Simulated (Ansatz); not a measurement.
# ZrSi2: the cost of one run

Computed with Ansatz 0.2.0 (DFT PBE, scalar-relativistic, plane waves, PAW, unless a step's input says otherwise).

4 further runs of the same task are left out: 1 that didn't finish, 3 set aside as unsound or not needed. Runs told in other sessions of the task aren't counted.

## (1) Starting point

Symmetry: Cmcm, No. 63, orthorhombic system. The conventional cell has a = 3.705 Å, b = 14.788 Å, c = 3.679 Å, α = 90.00°, β = 90.00°, γ = 90.00°. Zr (site symmetry m2m) is surrounded by 10 Si at 2.72 to 2.99 Å. Si (site symmetry m2m) has 2 Si at 2.42 Å and 6 Zr at 2.72 to 2.99 Å in its first shell of neighbours. Si (site symmetry m2m) has 4 Si at 2.61 Å and 4 Zr at 2.82 to 2.83 Å in its first shell of neighbours.

Coordinates:

```cif
data_structure
_symmetry_space_group_name_H-M 'Cmcm'
_symmetry_Int_Tables_number 63
_cell_length_a 3.7052
_cell_length_b 14.7880
_cell_length_c 3.6791
_cell_angle_alpha 90.000
_cell_angle_beta 90.000
_cell_angle_gamma 90.000
_cell_volume 201.58
loop_
_atom_site_label
_atom_site_type_symbol
_atom_site_symmetry_multiplicity
_atom_site_Wyckoff_symbol
_atom_site_fract_x
_atom_site_fract_y
_atom_site_fract_z
_atom_site_occupancy
Zr1 Zr 4 c 0.00000 0.10533 0.75000 1
Si1 Si 4 c 0.00000 0.44690 0.75000 1
Si2 Si 4 c 0.50000 0.24969 0.75000 1
```

It is built from the cell relaxed beforehand with the same method (16.80 Å³/atom).

## (2) Zero of energy

The cell is repeated 2 times, 12 atoms in all. Reference values: F = -21829.8171 eV; pressure 0.01 GPa; largest force 0.012 eV/Å; gap on the mesh none (metal). It was computed beforehand with the settings of the runs below.

## (3) Next: pulling the crystal apart

The cut lies on the cell's a–b face, a (0 -1 0) plane of area 13.63 Å², between layers 2.14 Å apart (Zr below, Si above); the cell is 14.8 Å thick. Vector c is lengthened by d along the normal with the atoms' Cartesian places fixed: one unrelaxed cut per cell.

## (4) d = 1.00 Å

input.yaml

```yaml
crystal:
  lattice:
    - [-3.705180657, 0.0, 0.0]
    - [0.0, 0.0, -3.6790719899]
    - [0.0, -15.7880263475, 0.0]
  atoms:
    - { symbol: Zr, position: [0.0, 0.25, 0.6717418257] }
    - { symbol: Zr, position: [0.5, 0.25, 0.2034113954] }
    - { symbol: Zr, position: [0.0, 0.75, 0.8690652901] }
    - { symbol: Zr, position: [0.5, 0.75, 0.4007348598] }
    - { symbol: Si, position: [0.0, 0.25, 0.3518097671] }
    - { symbol: Si, position: [0.5, 0.25, 0.8201401975] }
    - { symbol: Si, position: [0.0, 0.75, 0.252336488] }
    - { symbol: Si, position: [0.5, 0.75, 0.7206669184] }
    - { symbol: Si, position: [0.0, 0.25, 0.0682004366] }
    - { symbol: Si, position: [0.5, 0.25, 0.536530867] }
    - { symbol: Si, position: [0.0, 0.75, 0.5359458185] }
    - { symbol: Si, position: [0.5, 0.75, 0.0676153882] }
basis:
  ecutwfc: 420
kpoints:
  mp_grid: { grid: [13, 13, 4] }
hamiltonian:
  xc: pbe
scf:
  occupations: { method: gaussian, width: 0.15 }
output:
  forces: true
  stress: true
  eigenvalues: true
```

Command:

```sh
$ ansatz run input.yaml --threads 2 --pin off --max-ram 5120MiB --backend cpu --events-out ev --progress --plain --runs-dir out
```

Q: Estimate wall time and peak memory on 2 threads of Intel Xeon at 2.70GHz, shared host.

About 77 s, with a peak of 1.3 GiB.
